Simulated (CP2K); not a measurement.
Runs of CP2K 2026.2 on KI. The structure is cubic, space group Fm-3m (No. 225). The conventional cell has a = 7.066 Å, b = 7.066 Å, c = 7.066 Å, α = 90.00°, β = 90.00°, γ = 90.00°. I (site symmetry m-3m) is surrounded by 6 K at 3.53 Å. K (site symmetry m-3m) has 6 I at 3.53 Å as nearest neighbours. 

```csv
level,potentials or basis,EPS_DEFAULT,NGRIDS,points a segment of the path (NPOINTS),bands added on the path,CUTOFF of the grids,gap on the mesh (eV),pressure (GPa)
r2SCAN,"POTENTIAL_UZH I GTH-SCAN-q7, K GTH-SCAN-q9; TZVP-MOLOPT-SCAN-GTH basis",1.0E-9,4,8,2,675 Ry,4.57,0.2
LDA,"GTH_POTENTIALS I GTH-PADE-q7, K GTH-PADE-q9; TZVP-MOLOPT-PBE-GTH basis",1.0E-9,4,10,2,450 Ry,(b),(a)
TB-mBJ,"POTENTIAL_UZH I GTH-PBE-q7, K GTH-PBE-q9; TZVP-MOLOPT-PBE-GTH basis",1.0E-10,5,8,4,675 Ry,4.45,-
PBEsol,"POTENTIAL_UZH I GTH-PBE-q7, K GTH-PBE-q9; TZVP-MOLOPT-PBE-GTH basis",1.0E-10,4,10,6,450 Ry,3.75,-0.2
TB-mBJ,"POTENTIAL_UZH I GTH-PBE-q7, K GTH-PBE-q9; TZVP-MOLOPT-PBE-GTH basis",1.0E-10,4,6,4,675 Ry,4.45,-
```

Alike in all rows: task band structure; no spin polarisation; cell as given; k mesh 7 × 7 × 7; smearing fermi-dirac 0.1 eV.

Question: Estimate the missing entries.

Answer: (a) -1.4; (b) 3.65.

Caveats: spin-orbit coupling is left out, which moves the levels of the heavy elements; the basis of atomic orbitals isn't converged, which shifts pressures, moduli and gaps; the potentials were made for another functional, which shifts forces and pressure (some runs); this is a model potential without an energy functional, so only levels have meaning (some runs).

A k mesh can miss the band edges, and the runs leave out spin-orbit coupling on I.

Runs at the PBE level aren't shown here.
